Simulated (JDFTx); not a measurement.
Crystal: CoO.

```
CELL_PARAMETERS angstrom
0.00000 2.13150 2.13150
2.13150 0.00000 2.13150
2.13150 2.13150 0.00000
ATOMIC_POSITIONS crystal
Co 0.00000 0.00000 0.00000
O 0.50000 0.50000 0.50000
```

Base run:

* Program: JDFTx 1.7.0 (patched build)
* Functional: PBE
* Potentials or basis: PseudoDojo-SR-PBE-0.5-standard
* Cutoff: 1306 eV
* Density cutoff: 10449 eV
* k mesh: 11 × 11 × 11
* Occupations: fermi-dirac, width 0.05 eV
* Spin: collinear spin, ferromagnetic start
* Starting moments: [2.0, 0.0] μB

Its results: band gap on the k mesh none (metal or under the smearing width); pressure -2.0 GPa; net moment 2.99 μB per cell; site moments Co +2.59; O +0.41 μB.

**Question.** After a change of settings the same cell gave: band gap on the k mesh none (metal or under the smearing width); pressure -11.1 GPa; net moment 2.98 μB per cell; site moments Co +2.57; O +0.42 μB. Which change was it?
A. functional from PBE to PBEsol; potentials or basis from PseudoDojo-SR-PBE-0.5-standard to PseudoDojo-SR-PBEsol-0.4.1-standard with smoothed tails
B. functional from PBE to LDA; potentials or basis from PseudoDojo-SR-PBE-0.5-standard to PseudoDojo-SR-LDA-0.4.1-standard with smoothed tails
C. functional from PBE to LDA; potentials or basis from PseudoDojo-SR-PBE-0.5-standard to PseudoDojo-SR-LDA-0.4.1-standard

**Answer.** A.

Caveats: a cell with one magnetic atom can't hold antiferromagnetic order, which such compounds often take; semilocal functionals often make such compounds metallic where correlation or magnetic order opens a gap, which also shifts bond lengths.

Not every run made on this cell is shown here.
